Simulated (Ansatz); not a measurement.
A 2-atom cell of BeTe started from a crystallographic database, relaxed with r2SCAN, was run in the plane-wave code Ansatz under altered settings. All numbers are computed, without spin polarisation but where a row says otherwise.

```yaml
crystal:
  lattice:
    - [0.00000, 2.82862, 2.82862]
    - [2.82862, 0.00000, 2.82862]
    - [2.82862, 2.82862, 0.00000]
  atoms:
    - { symbol: Be, position: [0.00000, 0.00000, 0.00000] }
    - { symbol: Te, position: [0.25000, 0.25000, 0.25000] }
```

The base run's other keys:
```yaml
kpoints:
  mp_grid: { grid: [4, 4, 4] }
hamiltonian:
  xc: hse06
scf:
  occupations: { method: fixed }
  n_extra_bands: 4
```

It takes 12 iterations with 893 plane waves at 420 eV and 8 k points, and leaves a mean stress of -0.43 GPa. The gap over this mesh is 2.709 eV. It ran on 4 threads of Arm Neoverse V2, with other jobs on the host.

Outcomes, with energy and stress as changes against the base:
```
                                  setting            outcome  ΔF (meV/atom)  Δ mean stress (GPa)  gap on the mesh (eV)  iterations  wall time
    PBE hybrid, exx coeff 0.5, unscreened          converged              –                 -1.0                 4.797          16      4.9 s
PBE hybrid, exx coeff 0.35, omega 0.3 1/Å          converged              –                 -0.2                 2.755          11      4.2 s
                scf.exx.q_mesh: [3, 3, 3]            refused              –                    –                     –           –     0.55 s
                scf.exx.singularity: none          converged           +0.1                  0.0                 2.709          12      4.2 s
          scf.mixing.preconditioner: none          converged            0.0                  0.0                 2.709          12        4 s
                   basis.ecutrho_ratio: 1  converged, warned           -5.4                 +0.5                 2.730          12        3 s
```
A dash marks a value that wasn't obtained or can't be compared. Stress is positive in compression. The base took 4.4 s.

- PBE hybrid, exx coeff 0.5, unscreened. That is 50 % exact exchange, at all ranges, against HSE06's 25 % screened at 0.208 1/Å. The mean stress moves by -1.0 GPa and the gap on the mesh by +2.088 eV (to 4.797). Totals of different functionals aren't comparable.
- PBE hybrid, exx coeff 0.35, omega 0.3 1/Å. That is 35 % exact exchange, screened with ω = 0.3 1/Å, against HSE06's 25 % screened at 0.208 1/Å. The mean stress moves by -0.2 GPa and the gap on the mesh by +0.046 eV (to 2.755). Totals of different functionals aren't comparable.
- scf.exx.q_mesh: [3, 3, 3]. It is rejected at once. Error: invalid value for `scf.exx.q_mesh`: must divide elementwise kpoints.mp_grid.grid
- basis.ecutrho_ratio: 1. The free energy moves by -5.4 meV an atom, the mean stress by +0.5 GPa and the gap on the mesh by +0.022 eV (to 2.730). A density grid this coarse aliases the density, so the change is an error. Warned: cutoff below recommended.

Within 1 meV an atom, 0.1 GPa and 0.005 eV of the base stay: scf.exx.singularity: none; scf.mixing.preconditioner: none.

Spin-orbit coupling is left out, which matters wherever the heavy atoms make up the band edges.

The program warns that its thresholds are loose for a hybrid's stress.

The meshes of the hybrids are coarse, so their gaps aren't converged to the digits shown.
